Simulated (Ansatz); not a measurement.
# MgZn17O18: the cost of one run

Program: Ansatz 0.2.0. Level of theory: DFT PBE, scalar-relativistic, plane waves, PAW. These are calculated values, not measurements.

3 further runs of the same task are left out: 3 set aside as unsound or not needed.

## Step 1: The system as given

The cell holds 36 atoms (MgO18Zn17): a = 7.764 Å, b = 7.764 Å, c = 7.764 Å, α = 78.63°, β = 78.63°, γ = 78.63°.

The coordinates of this cell stand in the input of its own run.

The host was relaxed before at PBE: a = 3.279 Å, b = 3.279 Å, c = 5.293 Å, α = 90.00°, β = 90.00°, γ = 120.00° (conventional cell), 12.325 Å³/atom.

Places, in fractions of the supercell: Mg in place of Zn at (0.389, 0.055, 0.055). The start keeps the symmetry of the ideal site.

Earlier runs gave the host's free energy in this supercell, -69963.253 eV, its gap, 0.74 eV.

## Step 2: Charge 0, atoms relaxed

File input.yaml:

```yaml
crystal:
  lattice:
    - [-1.0e-10, -5.680065669, -5.2931776513]
    - [-4.9190811645, 2.8400328345, -5.2931776513]
    - [4.9190811645, 2.8400328344, -5.2931776513]
  atoms:
    - { symbol: Mg, position: [0.388688156, 0.0553548227, 0.0553548227] }
    - { symbol: Zn, position: [0.0553548227, 0.388688156, 0.0553548227] }
    - { symbol: Zn, position: [0.388688156, 0.7220214894, 0.388688156] }
    - { symbol: Zn, position: [0.388688156, 0.388688156, 0.7220214894] }
    - { symbol: Zn, position: [0.0553548227, 0.0553548227, 0.388688156] }
    - { symbol: Zn, position: [0.7220214894, 0.7220214894, 0.0553548227] }
    - { symbol: Zn, position: [0.7220214894, 0.388688156, 0.388688156] }
    - { symbol: Zn, position: [0.0553548227, 0.7220214894, 0.7220214894] }
    - { symbol: Zn, position: [0.7220214894, 0.0553548227, 0.7220214894] }
    - { symbol: Zn, position: [0.4442437116, 0.4442437116, 0.1109103782] }
    - { symbol: Zn, position: [0.1109103782, 0.7775770449, 0.1109103782] }
    - { symbol: Zn, position: [0.4442437116, 0.1109103782, 0.4442437116] }
    - { symbol: Zn, position: [0.4442437116, 0.7775770449, 0.7775770449] }
    - { symbol: Zn, position: [0.1109103782, 0.4442437116, 0.4442437116] }
    - { symbol: Zn, position: [0.7775770449, 0.1109103782, 0.1109103782] }
    - { symbol: Zn, position: [0.7775770449, 0.7775770449, 0.4442437116] }
    - { symbol: Zn, position: [0.1109103782, 0.1109103782, 0.7775770449] }
    - { symbol: Zn, position: [0.7775770449, 0.4442437116, 0.7775770449] }
    - { symbol: O, position: [0.2623196218, 0.9289862884, 0.9289862884] }
    - { symbol: O, position: [0.9289862884, 0.2623196218, 0.9289862884] }
    - { symbol: O, position: [0.2623196218, 0.5956529551, 0.2623196218] }
    - { symbol: O, position: [0.2623196218, 0.2623196218, 0.5956529551] }
    - { symbol: O, position: [0.9289862884, 0.9289862884, 0.2623196218] }
    - { symbol: O, position: [0.5956529551, 0.5956529551, 0.9289862884] }
    - { symbol: O, position: [0.5956529551, 0.2623196218, 0.2623196218] }
    - { symbol: O, position: [0.9289862884, 0.5956529551, 0.5956529551] }
    - { symbol: O, position: [0.5956529551, 0.9289862884, 0.5956529551] }
    - { symbol: O, position: [0.3178751773, 0.3178751773, 0.984541844] }
    - { symbol: O, position: [0.984541844, 0.6512085106, 0.984541844] }
    - { symbol: O, position: [0.3178751773, 0.984541844, 0.3178751773] }
    - { symbol: O, position: [0.3178751773, 0.6512085106, 0.6512085106] }
    - { symbol: O, position: [0.984541844, 0.3178751773, 0.3178751773] }
    - { symbol: O, position: [0.6512085106, 0.984541844, 0.984541844] }
    - { symbol: O, position: [0.6512085106, 0.6512085106, 0.3178751773] }
    - { symbol: O, position: [0.984541844, 0.984541844, 0.6512085106] }
    - { symbol: O, position: [0.6512085106, 0.3178751773, 0.6512085106] }
  host:
    lattice:
      - [3.279387443, 0.0, 0.0]
      - [-1.6396937215, 2.8400328345, 0.0]
      - [0.0, 0.0, 5.2931776513]
    atoms:
      - { symbol: Zn, position: [0.6666666667, 0.3333333333, 0.5006021986] }
      - { symbol: Zn, position: [0.3333333333, 0.6666666667, 0.0006021986] }
      - { symbol: O, position: [0.6666666667, 0.3333333333, 0.8797078014] }
      - { symbol: O, position: [0.3333333333, 0.6666666667, 0.3797078014] }
basis:
  ecutwfc: 420
  xc_grid: 2
kpoints:
  mp_grid: { grid: [2, 2, 2], shift: [0.5, 0.5, 0.5] }
hamiltonian:
  xc: pbe
scf:
  occupations: { method: gaussian, width: 0.02 }
output:
  forces: true
  stress: false
  eigenvalues: true
  charged_corrections: { defect_position: [0.38868816, 0.05535482, 0.05535482] }
  write_density: true
  write_potential: true
  elf: true
  volumetric_format: npy
relax:
  adjacent_minimum: "off"
  f_tol: 0.03
  max_steps: 40
```

Launch:

```bash
$ ansatz run input.yaml --threads 8 --pin off --max-ram 16384MiB --backend cpu --events-out ev --progress --plain --runs-dir out
```

Q: Estimate wall time and peak memory on 8 threads of Arm Neoverse V1, shared host.

About 18 s, with a peak of 1.2 GiB.
